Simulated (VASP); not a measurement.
Here is a VASP 6.6.1 calculation.

INCAR

```
SYSTEM = C
  PREC = Accurate
  ENCUT = 400
  EDIFF = 1E-7
  ISMEAR = -1
  SIGMA = 0.05
  LREAL = .FALSE.
  LASPH = .TRUE.
  NELM = 100
  ALGO = Normal
  ISIF = 2
  LWAVE = .FALSE.
  LCHARG = .FALSE.
  GGA = PE
```

File KPOINTS:

```
Automatic mesh
0
G
  13 13 13
  0 0 0
```

File POSCAR:

```
C
1.0
    0.0000000000      1.7833700000      1.7833700000
    1.7833700000      0.0000000000      1.7833700000
    1.7833700000      1.7833700000      0.0000000000
C
2
Direct
    0.7500000000      0.7500000000      0.7500000000
    0.5000000000      0.5000000000      0.5000000000
```

Contents of KPOINTS_OPT:

```
path GXWKGLUWLK,UX
15
line-mode
reciprocal
 0.0000000000  0.0000000000  0.0000000000  G
 0.5000000000  0.0000000000  0.5000000000  X

 0.5000000000  0.0000000000  0.5000000000  X
 0.5000000000  0.2500000000  0.7500000000  W

 0.5000000000  0.2500000000  0.7500000000  W
 0.3750000000  0.3750000000  0.7500000000  K

 0.3750000000  0.3750000000  0.7500000000  K
 0.0000000000  0.0000000000  0.0000000000  G

 0.0000000000  0.0000000000  0.0000000000  G
 0.5000000000  0.5000000000  0.5000000000  L

 0.5000000000  0.5000000000  0.5000000000  L
 0.6250000000  0.2500000000  0.6250000000  U

 0.6250000000  0.2500000000  0.6250000000  U
 0.5000000000  0.2500000000  0.7500000000  W

 0.5000000000  0.2500000000  0.7500000000  W
 0.5000000000  0.5000000000  0.5000000000  L

 0.5000000000  0.5000000000  0.5000000000  L
 0.3750000000  0.3750000000  0.7500000000  K

 0.6250000000  0.2500000000  0.6250000000  U
 0.5000000000  0.0000000000  0.5000000000  X
```

Potentials or basis: VASP PAW PBE potentials, release 64 (C_s).

The run is started by

```console
$ cat potpaw_PBE.64/C_s/POTCAR > POTCAR
$ mpirun -np 1 vasp_std > vasp.out
```

(1) What does it give for the band gap along the path?

(2) Predict the pressure.

(3) Predict the band gap on the k mesh.

Results:

(1) 4.14 eV, indirect (least direct gap 5.58 eV).

(2) 3.0 GPa.

(3) 4.16 eV, indirect (least direct gap 5.58 eV).
